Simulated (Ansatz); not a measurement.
**Zn in Ansatz: the effect of functional**

The system is Zn.

```
CELL_PARAMETERS angstrom
3.77113 0.00000 0.00000
0.00000 3.77113 0.00000
0.00000 0.00000 3.77113
ATOMIC_POSITIONS crystal
Zn 0.00000 0.50000 0.50000
Zn 0.50000 0.00000 0.50000
Zn 0.50000 0.50000 0.00000
```

The cell was built by a generator and needn't be a form met in nature.

Alike in all runs:

* Program: Ansatz 0.2.0
* Task: band structure
* Potentials or basis: Ansatz PAW
* k mesh: 7 × 7 × 7
* Occupations: fermi-dirac, width 0.05 eV
* Spin: no spin polarisation

```csv
functional,cutoff,pressure (GPa)
LDA,420 eV (not typed: the program's choice for these potentials),-7.2
PBE,420 eV (not typed: the program's choice for these potentials),?
PBEsol,420 eV (not typed: the program's choice for these potentials),-4.5
RPBE,420 eV (not typed: the program's choice for these potentials),2.1
revPBE,420 eV (not typed: the program's choice for these potentials),1.4
BLYP,420 eV (not typed: the program's choice for these potentials),4.1
r2SCAN,500 eV (not typed: the program's choice for these potentials),-3.8
```

Question: What does the run with functional PBE give?

Answer: Pressure -0.5 GPa.

Caveats: the PAW data sets come from PBE, with cores solved anew for the run's functional, which leaves a small shift of forces and pressure (some runs).
